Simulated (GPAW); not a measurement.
AlCo3:

```
Co Al
1.0
     3.57495    0.00000    0.00000
     0.00000    3.57495    0.00000
     0.00000    0.00000    3.57495
Co Al
3 1
Direct
  0.00000 0.50000 0.50000
  0.50000 0.00000 0.50000
  0.50000 0.50000 0.00000
  0.00000 0.00000 0.00000
```

The cell comes from a database or a generator and needn't be the stable form of this composition.

- Program: GPAW 26.7.0
- Task: relaxation of cell and atoms
- Functional: PBEsol
- Potentials or basis: PAW data sets generated in the run's folder for this functional
- Cutoff: 600 eV
- Basis: pw
- k mesh: 6 × 6 × 6
- Occupations: fermi-dirac, width 0.05 eV
- Spin: collinear spin, ferromagnetic start
- Starting moments: [2.0, 2.0, 2.0, 0.0] μB

At the start: pressure -7.2 GPa; volume 11.42 Å³/atom.

Where does the relaxation end?

Over 4 steps the energy falls by 6.9 meV/atom and the volume is 11.01 Å³/atom (-3.6 %); space group Pm-3m (No. 221, to 0.05 Å); moment 3.73 μB per cell.

The path:
```csv
step,energy change (eV),largest force (eV/Å),pressure (GPa),volume (Å³)
1,0.0000,0.0000,-7.16,45.69
2,-0.0086,0.0000,-6.19,45.44
3,-0.0267,0.0000,0.40,43.95
4,-0.0277,0.0000,0.00,44.04
```

Final structure:
```yaml
crystal:
  lattice:
    - [3.53135, 0.00000, 0.00000]
    - [0.00000, 3.53135, 0.00000]
    - [0.00000, 0.00000, 3.53135]
  atoms:
    - { symbol: Co, position: [0.00000, 0.50000, 0.50000] }
    - { symbol: Co, position: [0.50000, 0.00000, 0.50000] }
    - { symbol: Co, position: [0.50000, 0.50000, 0.00000] }
    - { symbol: Al, position: [0.00000, 0.00000, 0.00000] }
```

Caveat: each step starts from the last one's moments, so a moment once lost doesn't come back; later steps reuse the first step's grids.
